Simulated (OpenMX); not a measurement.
**RbBr under changes of volume**

One of the cells (40.248 Å³/atom); the others are scaled copies at fixed shape and fractional positions:

```
Rb Br
1.0
     0.00000    3.42700    3.42700
     3.42700    0.00000    3.42700
     3.42700    3.42700    0.00000
Rb Br
1 1
Direct
  0.00000 0.00000 0.00000
  0.50000 0.50000 0.50000
```

| Item | Value |
| --- | --- |
| Program | OpenMX 3.8.5 |
| Functional | PBE |
| Potentials or basis | OpenMX 2013 PBE set, Rb11.0-s2p2d1, Br7.0-s3p2d1, fixed grid of 42 × 42 × 42 points |
| k mesh | 7 × 7 × 7 |
| Occupations | fermi-dirac, width 0.05 eV |
| Spin | no spin polarisation |

```tsv
volume (Å³/atom)	energy over the lowest point (meV/atom)	gap on the mesh (eV)
37.833	31.46	4.49
38.638	21.61	4.43
39.443	?	?
40.248	8.13	4.31
41.053	3.90	4.25
41.858	1.36	4.20
42.663	0.00	4.15
```

What does the run at 39.443 Å³/atom give?

Energy over the lowest point 13.95 meV/atom; gap on the mesh 4.36 eV.

Worked out: A Birch-Murnaghan fit of order 3 (a polynomial in V^(-2/3)) to the other rows has its minimum at 43.16 Å³/atom, just outside them, with B0 = V·E''(V) = 11.7 GPa and B' = 5.3. It gives 13.91 meV/atom at 39.443 Å³/atom, against the run's 13.95. A straight line through the other rows of the gap, of slope -2.85 eV per unit of ln V (its deformation potential), gives 4.37 eV, against the run's 4.36.

Energies are extrapolated to zero smearing.

Caveats: the basis of atomic orbitals isn't converged, which shifts pressures, moduli and gaps; an odd mesh through Γ misses points on the zone boundary, where band edges often lie (some runs). Spin-orbit coupling on Br, Rb is left out.
